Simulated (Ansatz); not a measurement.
# CdS (Fm-3m) in Ansatz: notebook

One crystal, CdS, is run at these levels: HSE06; tasks: band structure, single point, equation of state.

Program: Ansatz 0.2.0. These are calculated values, not measurements. Logs are shortened: lines on timing, memory, paths and dates and some standing lists are left out, and cuts for length are marked.

## Step 1: Starting point

The structure is cubic, space group Fm-3m (No. 225). The conventional cell has a = 5.506 Å, b = 5.506 Å, c = 5.506 Å, α = 90.00°, β = 90.00°, γ = 90.00°. Around Cd (site symmetry m-3m) lie 6 S at 2.75 Å. Around S (site symmetry m-3m) lie 6 Cd at 2.75 Å.

Measurements of this composition are mostly on another form, of space group No. 186.

## Step 2: Band structure, HSE06

The input, input:

```
crystal:
  lattice:
    - [0.0, 2.753244, 2.753244]
    - [2.753244, 0.0, 2.753244]
    - [2.753244, 2.753244, 0.0]
  atoms:
    - { symbol: Cd, position: [0.0, 0.0, 0.0] }
    - { symbol: S, position: [0.5, 0.5, 0.5] }
hamiltonian:
  xc: hse06
  pseudopotentials: { kind: paw }
kpoints:
  mp_grid: { grid: [6, 6, 6] }
  band_path:
    path:
      - [[0.0, 0.0, 0.0], [0.5, 0.0, 0.5], [0.5, 0.25, 0.75], [0.375, 0.375, 0.75], [0.0, 0.0, 0.0], [0.5, 0.5, 0.5], [0.625, 0.25, 0.625], [0.5, 0.25, 0.75], [0.5, 0.5, 0.5], [0.375, 0.375, 0.75]]
      - [[0.625, 0.25, 0.625], [0.5, 0.0, 0.5]]
    npoints: 4
scf:
  occupations: { method: fermi_dirac, width: 0.05 }
  n_extra_bands: 6
output:
  forces: true
  stress: true
  eigenvalues: true
  fatbands: false
```

Potentials or basis: Ansatz PAW.

The log of the run:

```text
[... 2 lines left out ...]
scf.n_extra_bands = 6 over 13 filled bands (N_el = 26.0): the run solves 19 bands
GPUs: using 1 of 1 available (devices: 1).
Engine: ansatz 0.2.0, x86_64-unknown-linux-gnu
Pseudopotentials: kind: paw
Pseudopotential: Cd, paw, valence charge 20, recommended cutoff 420 eV (normal), Cd.paw.azcp
Pseudopotential: S, paw, valence charge 6, recommended cutoff 420 eV (normal), S.paw.azcp
Functional definition: HSE06
  parameter a = 0.25
  parameter omega = 0.11/bohr
  exchange = pbe_x - a*pbe_x_sr(omega) + a*exact_x_sr(omega)
  correlation = pbe_c
device memory: the entry about to start is reckoned to put 0.5 GiB on a device that reports 66.9 GiB free (of which the cap on the GPU budget leaves the run 18.0 GiB)
GPU FFT provider: cuFFT
GPU libraries: cuBLAS 13.8.2, cuFFT 12.4.0, cuSOLVER 12.3.4
Crystal: 2 atoms, lattice volume = 41.741 Å³
Basis set: ecut = 420 eV, 869 PW (Γ), exchange–correlation on 54×54×54 points (8 copies of the dense FFT grid, shifted against one another)
Bands: 19, of which v1, the nominal top of the filled ones, is band 13 counted from 1 (12 counted from 0)
Symmetry: 48 space group operations
Space group: Fm-3m (ITA 225), of the structure as read, at distance tolerance 3.5e-5 Å
k-points: 16 of 216
Non-local potential: Cd, projectors of the file, l = 0: 3, l = 1: 2, l = 2: 2, l = 3: 1
Non-local potential: S, projectors of the file, l = 0: 2, l = 1: 2, l = 2: 2
PAW form: soft (Blöchl's): semilocal exchange-correlation on the pseudo side does not see the compensation charge
PAW frozen core: Cd, regenerated for the run's functional, and the local potential with it (the file was generated under x = pbe(κ = 0.804, μ = 0.2195149727645171), c = pbe(β = 0.06672455060314922))
PAW frozen core: S, regenerated for the run's functional, and the local potential with it (the file was generated under x = pbe(κ = 0.804, μ = 0.2195149727645171), c = pbe(β = 0.06672455060314922))
PAW one-centre angular grid: Cd, 590 points (default); XC on 64 Gauss nodes
PAW one-centre angular grid: S, 110 points (default); XC on 64 Gauss nodes
Initial density: superposition of atomic densities (neutral atoms: chi_scale 0, normalization atom), corrected by the library's trained network
Initial wavefunctions: pseudopotential atomic-orbital guess
GPU buffer pool allocated for 19683 grid points (all kernels)
GPU transforms: local potential and band sums: pruned to the plane-wave sphere, on 25×25×25
Functional: x = pbe(κ = 0.804, μ = 0.2195149727645171), c = pbe(β = 0.06672455060314922), warm-up for x = pbe(κ = 0.804, μ = 0.2195149727645171) + 0.25 (exact − pbe) at short range (hse, ω = 0.20786987370883472 Å⁻¹), c = pbe(β = 0.06672455060314922); HSE06 as pw.x's `hse` composes it (authors' and Libxc's form: `xc: wpbeh`)
SCF iter   1: F=—  HF=-9157.549948 eV  |F-HF|=—  |Δ(HF+E_count)|=         —  Δρ=1.09e-3  dr2=5.47e-4  ethr=1.77e-3  ⟨swp⟩=11.0  Hψ=1450  notcnv=0
preconditioner: auto → none  [insulator: Δε(μ)=0.266 eV  Ē_g=14.250 eV  σ=0.050 eV  W_gap=0.83  n_scr=14 (ndim 8)  ℏωp=24.4 eV  f_vac=0.007  D(μ)=0.14/eV (n_scr^D=0)]
SCF iter   2: F=—  HF=-9157.550062 eV  |F-HF|=—  |Δ(HF+E_count)|=   1.14e-4  Δρ=5.03e-4  dr2=7.61e-5  ethr=2.10e-6  ⟨swp⟩=5.1  Hψ=871  notcnv=0  defer=3
SCF iter   3: F=—  HF=-9157.550092 eV  |F-HF|=—  |Δ(HF+E_count)|=   2.97e-5  Δρ=2.13e-4  dr2=1.69e-5  ethr=2.93e-7  ⟨swp⟩=2.2  Hψ=518  notcnv=0
iter 4 solved again at ethr=5.11e-11 eV; its pass at ethr=6.50e-8 eV (dr2=1.33e-8 eV) is discarded
SCF iter   4: F=—  HF=-9157.550101 eV  |F-HF|=—  |Δ(HF+E_count)|=   9.59e-6  Δρ=9.34e-6  dr2=1.47e-8  ethr=5.11e-11  ⟨swp⟩=4.6  Hψ=1371  notcnv=0
SCF iter   5: F=—  HF=-9157.550101 eV  |F-HF|=—  |Δ(HF+E_count)|=   5.07e-8  Δρ=3.00e-6  dr2=1.56e-9  ethr=5.11e-11  ⟨swp⟩=3.2  Hψ=662  notcnv=0
SCF iter   6: F=-9157.550101 eV  HF=-9157.550101 eV  |F-HF|=2.18e-11  |Δ(HF+E_count)|=   5.10e-9  Δρ=2.57e-7  dr2=2.52e-11  ethr=6.01e-12  ⟨swp⟩=3.0  Hψ=655  notcnv=0
SCF 1 converged in 6 iterations: F = -9157.550101 eV  dr2 = 2.52e-11
device memory: the entry about to start is reckoned to put 1.1 GiB on a device that reports 64.4 GiB free (of which the cap on the GPU budget leaves the run 18.0 GiB)
GPU FFT provider: cuFFT
GPU libraries: cuBLAS 13.8.2, cuFFT 12.4.0, cuSOLVER 12.3.4
[... 2 lines left out ...]
GPU buffer pool allocated for 19683 grid points (all kernels)
GPU transforms: local potential and band sums: pruned to the plane-wave sphere, on 25×25×25
Functional: x = pbe(κ = 0.804, μ = 0.2195149727645171) + 0.25 (exact − pbe) at short range (hse, ω = 0.20786987370883472 Å⁻¹), c = pbe(β = 0.06672455060314922); HSE06 as pw.x's `hse` composes it (authors' and Libxc's form: `xc: wpbeh`)
Exchange kernel: α = 0.2500, screened, ω = 0.2079 Å⁻¹, Wigner–Seitz truncation, v(0) = 1046.4940 eV·Å³, q-mesh 6×6×6, nearest image of the exchange supercell L = 23.36 Å, pair-density grid 15×15×15, without the augmentation charges, whose exchange is taken in its separable form by FFT convolution over the k-point mesh (sized by the pseudopotential files, 24×24×24 at the most), smooth part of the exact exchange by density-matrix convolution in up to 2.65 GiB of GPU memory as planned if the GPU has room (build and FFT work areas not counted)
Frozen-core exchange: fock
[... 8 lines left out ...]
SCF 2 stopped early in 6 iterations: F = -9161.916542 eV  dr2 = 1.45e-6
hybrid outer 1: dexx = +1.009e-2 eV, tail = 2.71e-5 eV
GPU FFT provider: cuFFT
GPU libraries: cuBLAS 13.8.2, cuFFT 12.4.0, cuSOLVER 12.3.4
GPU buffer pool allocated for 19683 grid points (all kernels)
GPU transforms: local potential and band sums: pruned to the plane-wave sphere, on 25×25×25
Exchange kernel: α = 0.2500, screened, ω = 0.2079 Å⁻¹, Wigner–Seitz truncation, v(0) = 1046.4940 eV·Å³, q-mesh 6×6×6, nearest image of the exchange supercell L = 23.36 Å, pair-density grid 15×15×15, without the augmentation charges, whose exchange is taken in its separable form by FFT convolution over the k-point mesh (sized by the pseudopotential files, 24×24×24 at the most), smooth part of the exact exchange by density-matrix convolution in up to 2.65 GiB of GPU memory as planned if the GPU has room (build and FFT work areas not counted)
Frozen-core exchange: fock
[... 5 lines left out ...]
SCF 3 converged in 4 iterations: F = -9161.916568 eV  dr2 = 3.94e-9
  Residual-converged pass: ⟨swp⟩=1.9  Hψ=378  notcnv=0  max |occ|·‖R‖ = 2.4e-6 eV (tolerance 2.4e-6 eV)  dr2=3.94e-9  dr2_onsite=1.44e-10  max |Δocc| = 3.4e-24
hybrid outer 2: dexx = +2.113e-7 eV, tail = 3.00e-8 eV, Δε = 3.50e-3 eV (about 1.41e-4 eV left of the loop's levels)
device memory: the entry about to start is reckoned to put 0.4 GiB on a device that reports 63.0 GiB free (of which the cap on the GPU budget leaves the run 18.0 GiB)
NSCF: frozen V_eff on 42 k-points, pencils in batches of 32, up to order 84
hybrid SCF converged: 2 outer / 10 inner (+6 warm-up), last move |dexx| = 2.11e-7 eV, tail = 3.00e-8 eV
Stability not checked: this state was not tested for a lower state beside it, because the functional holds exact exchange (a hybrid, or Hartree-Fock), whose exchange loop this test does not read (fock_operator; see scf.lower_state_search)
Free energy (F): -9161.916568 eV
Frozen-core exchange: fock
Harris-Foulkes:  -9161.916568 eV  (|F-HF|=3.25e-9)
Internal energy: -9161.916567 eV  (E = F + TS)
E sigma→0 (E₀):  -9161.916568 eV
Entropy (-TS):   -0.000000 eV (-0.000 meV/atom)
Fermi energy:    9.416435 eV
--- Per-component energies (eV) ---
  E_band       = -511.359690
  E_kinetic    = 611.571186
  E_local      = -3573.106142  (includes V_loc(G=0)·N_el)
  E_nonlocal   = 63.917890
  E_hartree    = 1655.519985
  E_xc         = -218.509953
  E_vxc        = -245.065124  (∫ρ·V_xc dr)
  E_exx        = -99.582260  (= α·E_x^exact, valence–valence)
  E_paw        = -4645.344619  (= ΣΔE_a)
  E_vpaw       = -480.555103  (= ΣTr[D̂ρ^β])
  E_aug_tail   = 0.000016  (compensation charges beyond the density's cutoff)
  E_ewald      = -2955.687317
  E_core_change = -0.695354  (= ΣΔE_core)
  E_smearing   = -0.000000  (= −TS)
  E_closure    = 0.000000  (closes the sum)
  Σ components = -9161.916568   (vs F -9161.916568, Δ=0.00e0)
--- Forces (eV/Å), atoms counted from 1 ---
  atom   1  Cd    -0.00000000    -0.00000000    -0.00000000
  atom   2  S      0.00000000     0.00000000    -0.00000000
  max |Σ_I F_I| component: 2.52e-26 eV/Å
--- Stress (GPa, compression-positive) ---
       -2.185650       0.000000      -0.000000
       -0.000000      -2.185650      -0.000000
       -0.000000       0.000000      -2.185650
  P = ⅓ Tr σ = -2.1857 GPa (-21.857 kbar)
--- Band table (eV; the first three rows and the last of 16) ---
  k-point 0: bands = ["-97.8967", "-57.6377", "-57.6377", "-57.6377", "-5.1377", "-0.0831", "-0.0831", "-0.0566", "-0.0566", "-0.0566", "8.0417", "8.0417", "8.0417", "10.6050", "19.0791", "19.0791", "19.0791", "20.9764", "21.5879"]
  k-point 1: bands = ["-97.8966", "-57.6380", "-57.6377", "-57.6377", "-4.8920", "-0.1535", "-0.1535", "-0.0787", "-0.0131", "-0.0131", "6.3534", "8.2039", "8.2039", "12.2378", "17.3785", "18.3835", "18.3835", "20.2539", "20.2539"]
  k-point 2: bands = ["-97.8966", "-57.6387", "-57.6378", "-57.6378", "-4.3118", "-0.2949", "-0.2949", "-0.1623", "0.0810", "0.0810", "4.4060", "8.5577", "8.5577", "13.3368", "16.5240", "16.5240", "16.6805", "21.0372", "21.5778"]
  k-point 15: bands = ["-97.8965", "-57.6385", "-57.6381", "-57.6380", "-4.1215", "-0.1416", "-0.1289", "0.0604", "0.1933", "0.7729", "4.8636", "5.9688", "6.0475", "12.1240", "16.5657", "17.9471", "18.5667", "22.2464", "23.8252"]
```

Run time: 41 s. Hardware: 1 × NVIDIA H100 80GB HBM3 with 2 threads of AMD EPYC 7R13 (Zen 3), shared host; peak memory 2.2 GiB.

Results:

```yaml
Free_energy: -9161.9166 eV
Pressure: -2.2 GPa
Band_gap_on_the_k_mesh: 1.24 eV, indirect (least direct gap 2.56 eV)
Band_gap_along_the_path: 1.23 eV, indirect (least direct gap 2.56 eV)
```

Levels at the corners of the path, in eV from the valence-band top:
```
point  band 10  band 11  band 12  band 13  band 14  band 15  band 16  band 17
    Γ    -8.82    -0.72    -0.72    -0.72     1.84    10.31    10.31    10.31
    X    -7.83    -4.44    -2.20    -2.20     1.23     6.95    11.12    12.64
    W    -8.03    -3.36    -3.36    -2.83     4.41     7.89     8.73     8.73
    K    -8.13    -3.82    -3.61    -1.44     3.10     7.64     9.83    10.08
    Γ    -8.82    -0.72    -0.72    -0.72     1.84    10.31    10.31    10.31
    L    -8.64    -5.14    -0.01    -0.01     4.43     7.00     7.00     8.21
    U    -8.13    -3.82    -3.61    -1.44     3.10     7.64     9.83    10.08
    W    -8.03    -3.36    -3.36    -2.83     4.41     7.89     8.73     8.73
    L    -8.64    -5.14    -0.01    -0.01     4.43     7.00     7.00     8.21
    K    -8.13    -3.82    -3.61    -1.44     3.10     7.64     9.83    10.08
    U    -8.13    -3.82    -3.61    -1.44     3.10     7.64     9.83    10.08
    X    -7.83    -4.44    -2.20    -2.20     1.23     6.95    11.12    12.64
```

Caveat: the PAW data sets come from PBE, with cores solved anew for the run's functional, which leaves a small shift of forces and pressure; the thresholds are loose for stress.

## Step 3: Single point, HSE06, 19.62 Å³/atom (volume scaled by 0.94)

The input, input:

```
crystal:
  lattice:
    - [0.0, 2.6970395763, 2.6970395763]
    - [2.6970395763, 0.0, 2.6970395763]
    - [2.6970395763, 2.6970395763, 0.0]
  atoms:
    - { symbol: Cd, position: [0.0, 0.0, 0.0] }
    - { symbol: S, position: [0.5, 0.5, 0.5] }
hamiltonian:
  xc: hse06
  pseudopotentials: { kind: paw }
kpoints:
  mp_grid: { grid: [6, 6, 6] }
scf:
  occupations: { method: fermi_dirac, width: 0.05 }
output:
  forces: true
  stress: true
  eigenvalues: true
```

Potentials or basis: Ansatz PAW.

Run time: 13 s. Hardware: 1 × NVIDIA H100 80GB HBM3 with 2 threads of AMD EPYC 7R13 (Zen 3), shared host; peak memory 2.1 GiB.

Results (log left out):

| Quantity | Value |
| --- | --- |
| Free energy | -9161.9133 eV |
| Pressure | 2.9 GPa |
| Band gap on the k mesh | 1.25 eV, indirect (least direct gap 3.03 eV) |

Caveat: the PAW data sets come from PBE, with cores solved anew for the run's functional, which leaves a small shift of forces and pressure; the thresholds are loose for stress.

## Step 4: Single point, HSE06, 20.04 Å³/atom (volume scaled by 0.96)

input: that of step 3 with these lines changed.

```diff
@@ -2,5 +2,5 @@
   lattice:
-    - [0.0, 2.6970395763, 2.6970395763]
-    - [2.6970395763, 0.0, 2.6970395763]
-    - [2.6970395763, 2.6970395763, 0.0]
+    - [0.0, 2.7160334386, 2.7160334386]
+    - [2.7160334386, 0.0, 2.7160334386]
+    - [2.7160334386, 2.7160334386, 0.0]
   atoms:
```

Run time: 11 s. Hardware: 1 × NVIDIA H100 80GB HBM3 with 2 threads of AMD EPYC 7R13 (Zen 3), shared host; peak memory 2.2 GiB.

Results (log left out):

```
Free energy            : -9161.9234 eV
Pressure               : 1.0 GPa
Band gap on the k mesh : 1.24 eV, indirect (least direct gap 2.87 eV)
```

Caveat: the PAW data sets come from PBE, with cores solved anew for the run's functional, which leaves a small shift of forces and pressure; the thresholds are loose for stress.

## Step 5: Single point, HSE06, 20.45 Å³/atom (volume scaled by 0.98)

input: that of step 4 with these lines changed.

```diff
@@ -2,5 +2,5 @@
   lattice:
-    - [0.0, 2.7160334386, 2.7160334386]
-    - [2.7160334386, 0.0, 2.7160334386]
-    - [2.7160334386, 2.7160334386, 0.0]
+    - [0.0, 2.7347652956, 2.7347652956]
+    - [2.7347652956, 0.0, 2.7347652956]
+    - [2.7347652956, 2.7347652956, 0.0]
   atoms:
@@ -19 +19,5 @@
   eigenvalues: true
+  write_density: true
+  write_potential: true
+  elf: true
+  volumetric_format: npy
```

It took 13 s on 1 × NVIDIA H100 80GB HBM3 with 2 threads of AMD EPYC 7R13 (Zen 3), shared host; peak memory 2.2 GiB.

It converged, with:

| Item | Value |
| --- | --- |
| Free energy | -9161.9241 eV |
| Pressure | -0.7 GPa |
| Band gap on the k mesh | 1.24 eV, indirect (least direct gap 2.71 eV) |

Caveat: the PAW data sets come from PBE, with cores solved anew for the run's functional, which leaves a small shift of forces and pressure; the thresholds are loose for stress.

## Step 6: Single point, HSE06, 20.87 Å³/atom

input: that of step 5 with these lines changed.

```diff
@@ -2,5 +2,5 @@
   lattice:
-    - [0.0, 2.7347652956, 2.7347652956]
-    - [2.7347652956, 0.0, 2.7347652956]
-    - [2.7347652956, 2.7347652956, 0.0]
+    - [0.0, 2.753244, 2.753244]
+    - [2.753244, 0.0, 2.753244]
+    - [2.753244, 2.753244, 0.0]
   atoms:
```

Potentials or basis: Ansatz PAW.

It took 11 s on 1 × NVIDIA H100 80GB HBM3 with 2 threads of AMD EPYC 7R13 (Zen 3), shared host; peak memory 2.2 GiB.

The run converged. Its results:

| Quantity | Value |
| --- | --- |
| Free energy | -9161.9166 eV |
| Pressure | -2.2 GPa |
| Band gap on the k mesh | 1.24 eV, indirect (least direct gap 2.56 eV) |

Caveat: the PAW data sets come from PBE, with cores solved anew for the run's functional, which leaves a small shift of forces and pressure; the thresholds are loose for stress.

## Step 7: Single point, HSE06, 21.29 Å³/atom (volume scaled by 1.02)

The input, input:

```
crystal:
  lattice:
    - [0.0, 2.7714779354, 2.7714779354]
    - [2.7714779354, 0.0, 2.7714779354]
    - [2.7714779354, 2.7714779354, 0.0]
  atoms:
    - { symbol: Cd, position: [0.0, 0.0, 0.0] }
    - { symbol: S, position: [0.5, 0.5, 0.5] }
hamiltonian:
  xc: hse06
  pseudopotentials: { kind: paw }
kpoints:
  mp_grid: { grid: [6, 6, 6] }
scf:
  occupations: { method: fermi_dirac, width: 0.05 }
output:
  forces: true
  stress: true
  eigenvalues: true
```

It took 13 s on 1 × NVIDIA H100 80GB HBM3 with 2 threads of AMD EPYC 7R13 (Zen 3), shared host; peak memory 2.2 GiB.

The run converged. Its results:

```
Free energy            : -9161.9017 eV
Pressure               : -3.5 GPa
Band gap on the k mesh : 1.23 eV, indirect (least direct gap 2.42 eV)
```

Caveat: the PAW data sets come from PBE, with cores solved anew for the run's functional, which leaves a small shift of forces and pressure; the thresholds are loose for stress.

## Step 8: Single point, HSE06, 21.71 Å³/atom (volume scaled by 1.04)

input: that of step 7 with these lines changed.

```diff
@@ -2,5 +2,5 @@
   lattice:
-    - [0.0, 2.7714779354, 2.7714779354]
-    - [2.7714779354, 0.0, 2.7714779354]
-    - [2.7714779354, 2.7714779354, 0.0]
+    - [0.0, 2.7894750496, 2.7894750496]
+    - [2.7894750496, 0.0, 2.7894750496]
+    - [2.7894750496, 2.7894750496, 0.0]
   atoms:
@@ -19 +19,5 @@
   eigenvalues: true
+  write_density: true
+  write_potential: true
+  elf: true
+  volumetric_format: npy
```

It took 13 s on 1 × NVIDIA H100 80GB HBM3 with 2 threads of AMD EPYC 7R13 (Zen 3), shared host; peak memory 2.2 GiB.

It converged, with:

| Quantity | Value |
| --- | --- |
| Free energy | -9161.8803 eV |
| Pressure | -4.7 GPa |
| Band gap on the k mesh | 1.22 eV, indirect (least direct gap 2.29 eV) |

Caveat: the PAW data sets come from PBE, with cores solved anew for the run's functional, which leaves a small shift of forces and pressure; the thresholds are loose for stress.

## Step 9: Single point, HSE06, 22.12 Å³/atom (volume scaled by 1.06)

input: that of step 8 with these lines changed.

```diff
@@ -2,5 +2,5 @@
   lattice:
-    - [0.0, 2.7894750496, 2.7894750496]
-    - [2.7894750496, 0.0, 2.7894750496]
-    - [2.7894750496, 2.7894750496, 0.0]
+    - [0.0, 2.8072428857, 2.8072428857]
+    - [2.8072428857, 0.0, 2.8072428857]
+    - [2.8072428857, 2.8072428857, 0.0]
   atoms:
```

Potentials or basis: Ansatz PAW.

Run time: 9.3 s. Hardware: 1 × NVIDIA H100 80GB HBM3 with 2 threads of AMD EPYC 7R13 (Zen 3), shared host; peak memory 2.2 GiB.

The run converged. Its results:

| Property | Result |
| --- | --- |
| Free energy | -9161.8529 eV |
| Pressure | -5.8 GPa |
| Band gap on the k mesh | 1.21 eV, indirect (least direct gap 2.16 eV) |

Caveat: the PAW data sets come from PBE, with cores solved anew for the run's functional, which leaves a small shift of forces and pressure; the thresholds are loose for stress.

## Step 10: Equation of state, HSE06

This step only gathers the single runs of the series.

What came out:

| Item | Value |
| --- | --- |
| Equilibrium volume | 20.28 Å³/atom |
| Bulk modulus | 81 GPa |
| Pressure derivative of the bulk modulus | 4.6 (rough: it moves with the points fitted) |

Energy against volume, from the lowest point:
```csv
volume (Å³/atom),energy (meV/atom)
19.618,5.38
20.036,0.35
20.453,0.00
20.871,3.75
21.288,11.20
21.705,21.88
22.123,35.58
```

Caveat: the PAW data sets were made with another functional, which shifts forces and pressure a little.
